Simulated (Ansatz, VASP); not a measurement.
**One calculation of Lu, two programs**

File INCAR:

```
PREC = Accurate
ENCUT = 520
EDIFF = 1E-7
ISMEAR = -1
SIGMA = 0.1
LREAL = F
LASPH = T
NELM = 80
ALGO = Normal
ISIF = 2
LWAVE = F
LCHARG = T
GGA = CA
LELF = T
LVHAR = T
NBANDS = 18
```

The input KPOINTS:

```
regular mesh
0
Gamma
  13 13 13
```

File POSCAR:

```
Lu
1.0
   -1.9205262952      1.9205262952      1.9205262952
    1.9205262952     -1.9205262952      1.9205262952
    1.9205262952      1.9205262952     -1.9205262952
Lu
1
Direct
    0.0000000000      0.0000000000      0.0000000000
```

Input for Ansatz:

```yaml
crystal:
  lattice:
    - [-1.9205262952, 1.9205262952, 1.9205262952]
    - [1.9205262952, -1.9205262952, 1.9205262952]
    - [1.9205262952, 1.9205262952, -1.9205262952]
  atoms:
    - { symbol: Lu, position: [0.0, 0.0, 0.0] }
hamiltonian:
  xc: lda
  pseudopotentials:
    kind: paw
    azcp:
      Lu: "pseudopotentials/Lu.paw.azcp"
basis:
  ecutwfc: 420
  fft_grid_basis: typed
kpoints:
  mp_grid: { grid: [13, 13, 13], shift: [0, 0, 0] }
magnetization:
  spin_polarized: false
scf:
  occupations: { method: fermi_dirac, width: 0.1 }
  lower_state_search: "off"
output:
  stress: true
```

Alike in both runs: task single point; functional LDA; k mesh 13 × 13 × 13; occupations fermi-dirac, width 0.1 eV; no spin polarisation.

|  | VASP | Ansatz |
| --- | --- | --- |
| version | VASP 6.6.1 | Ansatz 0.2.0 |
| potentials or method | VASP PAW PBE potentials, release 64 (Lu) | plane waves (420 eV) with PAW, scalar-relativistic |
| plane-wave cutoff (eV) | 520 | 420 |
| valence electrons in the cell | 25 | 25 |

Ansatz gave:

| Quantity | Value |
| --- | --- |
| pressure (GPa) | -3.4 |

Which values does VASP return?

Pressure (GPa): -3.2.

Ansatz warned: «pseudo_functional_mismatch».

Caveats: the PAW data sets were made with another functional, which shifts forces and pressure a little (VASP). The runs have no spin-orbit coupling, so splittings on Lu are missing.
